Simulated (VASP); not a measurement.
# NbP: relaxation of the atoms, by relaxation method

NbP, slab, 16 atoms in the cell. PBE, relaxation of the atoms; PAW potentials P, Nb_sv (PBE set).

| Relaxation method | Ionic steps | Electronic steps | Largest force left (eV/Å) | Energy gained (eV/atom) | Time (s) |
|---|---|---|---|---|---|
| conjugate gradient, POTIM 0.5 | 27 | 282 | 0.0160 | -0.0378 | 613 |
| quasi-Newton, POTIM 0.5 | 13 | 165 | 0.0181 | -0.0377 | 316 |
| damped dynamics, POTIM 0.2, SMASS 0.4 | 24 | 291 | 0.0189 | -0.0377 | 546 |

## Input of the first row

INCAR:
```
PREC = Normal
ENCUT = 350
EDIFF = 1E-6
ISMEAR = 1
SIGMA = 0.1
LREAL = False
LASPH = True
NELM = 100
ALGO = Normal
LWAVE = False
LCHARG = False
IBRION = 2
NSW = 150
ISIF = 2
EDIFFG = -0.02
POTIM = 0.5
KPAR = 8
```

KPOINTS:
```
k-points
0
Gamma
  7 4 1
```

POSCAR:
```
NbP
1.0
    3.3498465088      0.0000000000      0.0000000000
   -1.6749232544      5.9794824006      0.0000000000
    0.0000000000      0.0000000000     27.0590378859
P Nb
8 8
Selective dynamics
Direct
    0.9629760000      0.9259520000      0.2771720000  F F F
    0.7718230000      0.5436460000      0.3663030000  F F F
    0.0414390000      0.0828770000      0.3960130000  F F F
    0.8502860000      0.7005710000      0.4851450000  F F F
    0.1037260000      0.2379150000      0.5136210000  T T T
    0.9413640000      0.8579570000      0.6032380000  T T T
    0.1807020000      0.3937480000      0.6337180000  T T T
    0.0090080000      0.0294160000      0.7254060000  T T T
    0.3089570000      0.6179140000      0.2970340000  F F F
    0.5785720000      0.1571450000      0.3267450000  F F F
    0.3874190000      0.7748390000      0.4158760000  F F F
    0.6570350000      0.3140700000      0.4455860000  F F F
    0.4457030000      0.9126680000      0.5351460000  T T T
    0.7306420000      0.4567740000      0.5626790000  T T T
    0.5373810000      0.0777430000      0.6533080000  T T T
    0.8161410000      0.6283330000      0.6819730000  T T T
```

Commands:
```
cat potpaw_PBE.64/P/POTCAR potpaw_PBE.64/Nb_sv/POTCAR > POTCAR
mpirun -np 8 vasp_std > vasp.out
```

Changes of the last row against the first:
```
- IBRION = 2
- POTIM = 0.5
+ IBRION = 3
+ POTIM = 0.2
+ SMASS = 0.4
```

VASP 6.6.1 took 613 s on 8 cores (Intel Xeon 6975P-C (Granite Rapids)), a shared host.
